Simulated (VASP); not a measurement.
# NaH (Fm-3m) in VASP: a series of runs

One crystal, NaH, is run at these levels: PBE; tasks: single point, relaxation of cell and atoms.

All numbers are computed with VASP 6.6.1; they aren't measurements. Logs are shortened: lines on timing, memory, paths and dates and some standing lists are left out, and cuts for length are marked.

## (1) The crystal as given

The structure is cubic, space group Fm-3m (No. 225). The conventional cell has a = 4.832 Å, b = 4.832 Å, c = 4.832 Å, α = 90.00°, β = 90.00°, γ = 90.00°. Na (site symmetry m-3m) is surrounded by 6 H at 2.42 Å. H (site symmetry m-3m) has 6 Na at 2.42 Å as nearest neighbours.

## (2) Single point, PBE

File INCAR:

```
SYSTEM = NaH
PREC = Accurate
ENCUT = 520
EDIFF = 1E-6
ISMEAR = 0
SIGMA = 0.02
LREAL = .FALSE.
LASPH = .TRUE.
NELM = 100
ALGO = Normal
ISIF = 2
LWAVE = .FALSE.
LCHARG = .FALSE.
GGA = PE
NBANDS = 11
```

File KPOINTS:

```
regular mesh
0
G
  8 8 8
  0 0 0
```

File POSCAR:

```
NaH
1.0
    0.0000000000      2.4160403175      2.4160403175
    2.4160403175      0.0000000000      2.4160403175
    2.4160403175      2.4160403175      0.0000000000
Na H
1 1
Direct
    0.0000000000      0.0000000000      0.0000000000
    0.5000000000      0.5000000000      0.5000000000
```

Potentials or basis: VASP PAW PBE potentials, release 64 (Na_pv, H).

On the command line:

```sh
cat potpaw_PBE.64/Na_pv/POTCAR potpaw_PBE.64/H/POTCAR > POTCAR
mpirun -np 1 vasp_std > vasp.out
```

OUTCAR:

```text
SYSTEM = NaH
   PREC = Accurate
   ENCUT = 520
   EDIFF = 1E-6
   ISMEAR = 0
   LREAL = .FALSE.
   LASPH = .TRUE.
   NELM = 100
   ISIF = 2
   GGA = PE

 ion  position               nearest neighbor table
   1  0.000  0.000  0.000-
   2  0.500  0.500  0.500-

  LATTYP: Found a face centered cubic cell.
 ALAT       =     4.8320806350

  Lattice vectors:

 A1 = (   0.0000000000,   2.4160403175,   2.4160403175)
 A2 = (   2.4160403175,   0.0000000000,   2.4160403175)
 A3 = (   2.4160403175,   2.4160403175,   0.0000000000)

Analysis of symmetry for initial positions (statically):
=====================================================================
 Subroutine PRICEL returns:
 Original cell was already a primitive cell.

 Routine SETGRP: Setting up the symmetry group for a
 face centered cubic supercell.

 Subroutine GETGRP returns: Found 48 space group operations
 (whereof 48 operations were pure point group operations)
 out of a pool of 48 trial point group operations.

The static configuration has the point symmetry O_h .

Analysis of symmetry for dynamics (positions and initial velocities):
=====================================================================
 Subroutine PRICEL returns:
 Original cell was already a primitive cell.

 Routine SETGRP: Setting up the symmetry group for a
 face centered cubic supercell.

 Subroutine GETGRP returns: Found 48 space group operations
 (whereof 48 operations were pure point group operations)
 out of a pool of 48 trial point group operations.

The dynamic configuration has the point symmetry O_h .

 Subroutine INISYM returns: Found 48 space group operations
 (whereof 48 operations are pure point group operations),
 and found     1 'primitive' translations

----------------------------------------------------------------------------------------

                                     Primitive cell

  volume of cell :      28.2061

  direct lattice vectors                    reciprocal lattice vectors
     0.000000000  2.416040317  2.416040317    -0.206950189  0.206950189  0.206950189
     2.416040317  0.000000000  2.416040317     0.206950189 -0.206950189  0.206950189
     2.416040317  2.416040317  0.000000000     0.206950189  0.206950189 -0.206950189

  length of vectors
     3.416796984  3.416796984  3.416796984     0.358448242  0.358448242  0.358448242

  position of ions in fractional coordinates (direct lattice)
     0.000000000  0.000000000  0.000000000
     0.500000000  0.500000000  0.500000000

  ion indices of the primitive-cell ions
   primitive index   ion index
                 1           1
                 2           2

----------------------------------------------------------------------------------------

 KPOINTS: regular mesh

Automatic generation of k-mesh.
 Grid dimensions read from file:
 generate k-points for:    8    8    8

 Generating k-lattice:

  Cartesian coordinates                     Fractional coordinates (reciprocal lattice)
    -0.025868774  0.025868774  0.025868774     0.125000000  0.000000000  0.000000000
     0.025868774 -0.025868774  0.025868774     0.000000000  0.125000000  0.000000000
     0.025868774  0.025868774 -0.025868774     0.000000000  0.000000000  0.125000000

  Length of vectors
     0.044806030  0.044806030  0.044806030

  Shift w.r.t. Gamma in fractional coordinates (k-lattice)
     0.000000000  0.000000000  0.000000000

 Subroutine IBZKPT returns following result:
 ===========================================

 Found     29 irreducible k-points:

 Following reciprocal coordinates:
            Coordinates               Weight
  0.000000  0.000000  0.000000      1.000000
  0.125000  0.000000  0.000000      8.000000
  0.250000  0.000000  0.000000      8.000000
  0.375000  0.000000  0.000000      8.000000
  0.500000  0.000000  0.000000      4.000000
  0.125000  0.125000  0.000000      6.000000
[... 16 lines left out ...]
  0.500000  0.250000  0.125000     48.000000
 -0.375000  0.250000  0.125000     24.000000
 [... further k-points ...]
   k-points           NKPTS =     29   k-points in BZ     NKDIM =     29   number of bands    NBANDS=     11
   number of dos      NEDOS =    301   number of ions     NIONS =      2
   total plane-waves  NPLWV =  21952
   dimension x,y,z NGX =    28 NGY =   28 NGZ =   28
   dimension x,y,z NGXF=    56 NGYF=   56 NGZF=   56
   ions per type =               1   1
   NGX,Y,Z   is equivalent  to a cutoff of  13.62, 13.62, 13.62 a.u.
   NGXF,Y,Z  is equivalent  to a cutoff of  27.25, 27.25, 27.25 a.u.
 SYSTEM =  NaH
   PREC   = accura    normal or accurate (medium, high low for compatibility)
   ISTART =      0    job   : 0-new  1-cont  2-samecut
   ICHARG =      2    charge: 1-file 2-atom 10-const
   ISPIN  =      1    spin polarized calculation?
   LNONCOLLINEAR =      F non collinear calculations
   LSORBIT =      F    spin-orbit coupling
   LASPH  =      T    aspherical Exc in radial PAW
   ENCUT  =  520.0 eV  38.22 Ry    6.18 a.u.   6.35  6.35  6.35*2*pi/ulx,y,z
   NELM   =    100;   NELMIN=  2; NELMDL= -5     # of ELM steps
   EDIFF  = 0.1E-05   stopping-criterion for ELM
[... 8 lines left out ...]
   TEBEG  =    0.0;   TEEND  =   0.0 temperature during run
   PSTRESS=    0.0 pullay stress
   NELECT =       8.0000    total number of electrons
   NUPDOWN=      -1.0000    fix difference up-down
   EMIN   =  10.00;   EMAX   =-10.00  energy-range for DOS
   EFERMI =   0.00;   METHOD = LEGACY
   ISMEAR =     0;   SIGMA  =   0.02  broadening in eV -4-tet -1-fermi 0-gaus
   EFERMI_NEDOS =   21; number of points for ismear=-14 and -15
   IALGO  =     38    algorithm
   IMIX   =      4    mixing-type and parameters
     AMIX     =   0.40;   BMIX     =  1.00
     AMIX_MAG =   1.60;   BMIX_MAG =  1.00
  volume/ion in A,a.u.               =      14.10        95.17
  Fermi-wavevector in a.u.,A,eV,Ry     =   1.075616  2.032620 15.741262  1.156950
  Thomas-Fermi vector in A             =   2.211478
   LORBIT       =      0    0 simple, 1 ext, 2 COOP (PROOUT), +10 PAW based schemes
   GGA     = PE    functional components
   LHFCALC =     F    Hartree Fock is set to
   AEXX    =    0.0000 exact exchange contribution
   IVDW    =     0    specifies the selected vdW correction
   LEPSILON=     F    determine dielectric tensor
   LRPA    =     F    only Hartree local field effects (RPA)
 non-spin polarized calculation
 Gauss-broadening in eV      SIGMA  =   0.02
  energy-cutoff  :      520.00
  volume of cell :       28.21
 maximum number of plane-waves:       775
 NGX is ok and might be reduce to    28
   NGX = 13   NGY = 13   NGZ = 13

 number of electron       7.9999999 magnetization

 Free energy of the ion-electron system (eV)
  ---------------------------------------------------
  ext. energy  EPLUGINS =         0.00000000
  ---------------------------------------------------
  free energy    TOTEN  =        -5.08761264 eV

  energy without entropy =       -5.08761264  energy(sigma->0) =       -5.08761264

 E-fermi :  -0.9587     XC(G=0):  -7.7708

 val. band max:       -1.1127827710   @ k =  -0.2500   0.5000   0.2500
 cond. band min:       2.6479635452   @ k =   0.5000   0.0000   0.0000
 fundamental gap:      3.7607463162
 Fermi energy:        -0.9587162431

 k-point     1 :       0.0000    0.0000    0.0000
  band No.  band energies     occupation
      1     -23.2147      2.00000
      2     -23.2147      2.00000
      3     -23.2147      2.00000
      4      -4.7311      2.00000
      5       9.3078      0.00000
      6      14.4914      0.00000
      7      14.4914      0.00000
      8      14.4914      0.00000
      9      15.3500      0.00000
     10      15.3500      0.00000
     11      15.3500      0.00000

 k-point     2 :       0.1250    0.0000    0.0000
  band No.  band energies     occupation
      1     -23.2286      2.00000
      2     -23.2163      2.00000
      3     -23.2163      2.00000
      4      -4.4628      2.00000
      5       8.4269      0.00000
      6      11.8797      0.00000
      7      13.6787      0.00000
      8      13.6787      0.00000
      9      16.3422      0.00000
     10      16.3422      0.00000
     11      16.4846      0.00000

 k-point     3 :       0.2500    0.0000    0.0000
  band No.  band energies     occupation
      1     -23.2619      2.00000
      2     -23.2203      2.00000
      3     -23.2203      2.00000
      4      -3.7004      2.00000
      5       6.1128      0.00000
      6      10.4141      0.00000
      7      12.8916      0.00000
      8      12.8916      0.00000
      9      16.3234      0.00000
     10      16.3234      0.00000
     11      17.6863      0.00000

 k-point     4 :       0.3750    0.0000    0.0000
  band No.  band energies     occupation
      1     -23.2947      2.00000
      2     -23.2243      2.00000
      3     -23.2243      2.00000
      4      -2.6322      2.00000
      5       3.7647      0.00000
      6       9.8338      0.00000
      7      12.4255      0.00000
      8      12.4255      0.00000
      9      15.5567      0.00000
     10      15.5567      0.00000
     11      17.9414      0.00000
[... 239 lines left out ...]
 k-point    22 :       0.3750    0.2500    0.1250
  band No.  band energies     occupation
      1     -23.2694      2.00000
      2     -23.2366      2.00000
      3     -23.2257      2.00000
      4      -3.0858      2.00000
      5       5.7524      0.00000
      6       8.1237      0.00000
      7      11.1364      0.00000
      8      13.9975      0.00000
      9      14.3132      0.00000
     10      16.8903      0.00000
     11      19.5161      0.00000

 k-point    23 :       0.5000    0.2500    0.1250
  band No.  band energies     occupation
      1     -23.2866      2.00000
      2     -23.2462      2.00000
      3     -23.2307      2.00000
      4      -2.1429      2.00000
      5       4.2779      0.00000
      6       6.9676      0.00000
      7      10.2627      0.00000
      8      13.8747      0.00000
      9      15.1771      0.00000
     10      17.1761      0.00000
     11      19.3174      0.00000

 k-point    24 :      -0.3750    0.2500    0.1250
  band No.  band energies     occupation
      1     -23.2940      2.00000
      2     -23.2492      2.00000
      3     -23.2335      2.00000
      4      -1.5956      2.00000
      5       3.4320      0.00000
      6       6.7077      0.00000
      7       9.9058      0.00000
      8      13.8107      0.00000
      9      15.0380      0.00000
     10      18.2585      0.00000
     11      20.3600      0.00000

 [... further k-points ...]
[... 5 lines left out ...]
  --------------------------------------------------------------------------------------
  -------------------------------------------------------------------------------------
  Total       -0.0051610     -0.0051610     -0.0051610      0.0000000      0.0000000     -0.0000000
  in kB       -0.2931609     -0.2931609     -0.2931609      0.0000000      0.0000000     -0.0000000
  external PRESSURE =      -0.2931609 kB  Pullay stress =       0.0000000 kB

 VOLUME and BASIS-vectors are now :
 -----------------------------------------------------------------------------
  energy-cutoff  :      520.00
  volume of cell :       28.21
      direct lattice vectors                 reciprocal lattice vectors
     0.000000000  2.416040317  2.416040317    -0.206950189  0.206950189  0.206950189
     2.416040317  0.000000000  2.416040317     0.206950189 -0.206950189  0.206950189
     2.416040317  2.416040317  0.000000000     0.206950189  0.206950189 -0.206950189

 POSITION                                       TOTAL-FORCE (eV/Angst)
 -----------------------------------------------------------------------------------
      0.00000      0.00000      0.00000        -0.000000     -0.000000      0.000000
      2.41604      2.41604      2.41604         0.000000      0.000000      0.000000
 -----------------------------------------------------------------------------------
    total drift:                               -0.000000     -0.000000     -0.000000

  FREE ENERGIE OF THE ION-ELECTRON SYSTEM (eV)
  ---------------------------------------------------
  free  energy   TOTEN  =        -5.0876126381 eV

  energy  without entropy=       -5.0876126381  energy(sigma->0) =       -5.08761264
```

It took 7.4 s on 1 thread of Intel Xeon 6975P-C (Granite Rapids), shared host; peak memory 0.15 GiB.

Results:

| Property | Result |
| --- | --- |
| Free energy | -5.0876 eV |
| Pressure | 0.0 GPa |
| Band gap on the k mesh | 3.76 eV, indirect (least direct gap 4.62 eV) |

A k mesh can miss the band edges. Expect the measured gap to be larger: semilocal functionals such as PBE lack the derivative discontinuity.

(Continued in part 2 of 2.)
